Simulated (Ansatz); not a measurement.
# SnTe under changes of volume

One of the cells (31.281 Å³/atom); the others are scaled copies at fixed shape and fractional positions:

```
Te Sn
1.0
     0.00000    3.15085    3.15085
     3.15085    0.00000    3.15085
     3.15085    3.15085    0.00000
Te Sn
1 1
Direct
  0.50000 0.50000 0.50000
  0.00000 0.00000 0.00000
```

* Program: Ansatz 0.2.0
* Functional: LDA
* Potentials or basis: Ansatz PAW
* Cutoff: 420 eV (not typed: the program's choice for these potentials)
* k mesh: 7 × 7 × 7
* Occupations: fermi-dirac, width 0.05 eV
* Spin: no spin polarisation

```tsv
volume (Å³/atom)	energy over the lowest point (meV/atom)	pressure (GPa)
29.404	3.62	1.5
30.030	0.00	0.4
30.656	0.60	-0.7
31.281	4.97	-1.6
31.907	12.71	-2.4
32.532	23.46	-3.1
33.158	?	?
```

Task: What does the run at 33.158 Å³/atom give?

Result: Energy over the lowest point 36.90 meV/atom; pressure -3.8 GPa.

Worked out: A Birch-Murnaghan fit of order 3 (a polynomial in V^(-2/3)) to the other rows has its minimum at 30.25 Å³/atom with B0 = V·E''(V) = 50 GPa and B' = 4.4. It gives 36.92 meV/atom at 33.158 Å³/atom, against the run's 36.90, and -dE/dV = -3.8 GPa, against -3.8.

Energies are extrapolated to zero smearing.

Caveats: the PAW data sets come from PBE, with cores solved anew for the run's functional, which leaves a small shift of forces and pressure.
